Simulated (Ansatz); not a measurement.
GaN under changes of volume

One of the cells (11.444 Å³/atom); the others are scaled copies at fixed shape and fractional positions:

```
Ga N
1.0
     0.00000    2.25350    2.25350
     2.25350    0.00000    2.25350
     2.25350    2.25350    0.00000
Ga N
1 1
Cartesian
  0.0000 0.0000 0.0000
  1.1268 1.1268 1.1268
```

The cell is a database's computed one.

```yaml
Program: Ansatz 0.2.0
Functional: PBE
Potentials_or_basis: Ansatz PAW
Cutoff: "420 eV (not typed: the program's choice for these potentials)"
k_mesh: 10 × 10 × 10
Occupations: fermi-dirac, width 0.05 eV
Spin: spin-orbit coupling, no magnetisation
```

```tsv
volume (Å³/atom)	energy over the lowest point (meV/atom)	pressure (GPa)	gap on the mesh (eV)
10.757	?	?	?
10.986	30.72	13.6	1.97
11.215	14.52	9.1	1.84
11.444	4.52	5.0	1.71
11.673	0.00	1.3	1.59
11.902	0.51	-2.0	1.46
12.131	5.53	-5.0	1.34
```

Problem. What does the run at 10.757 Å³/atom give?

Solution. Energy over the lowest point 53.81 meV/atom; pressure 18.7 GPa; gap on the mesh 2.11 eV.

Worked out: A Birch-Murnaghan fit of order 3 (a polynomial in V^(-2/3)) to the other rows has its minimum at 11.76 Å³/atom with B0 = V·E''(V) = 172 GPa and B' = 4.3. It gives 53.72 meV/atom at 10.757 Å³/atom, against the run's 53.81, and -dE/dV = 18.7 GPa, against 18.7. A straight line through the other rows of the gap, of slope -6.36 eV per unit of ln V (its deformation potential), extrapolates to 2.10 eV, against the run's 2.11.

Energies are extrapolated to zero smearing.
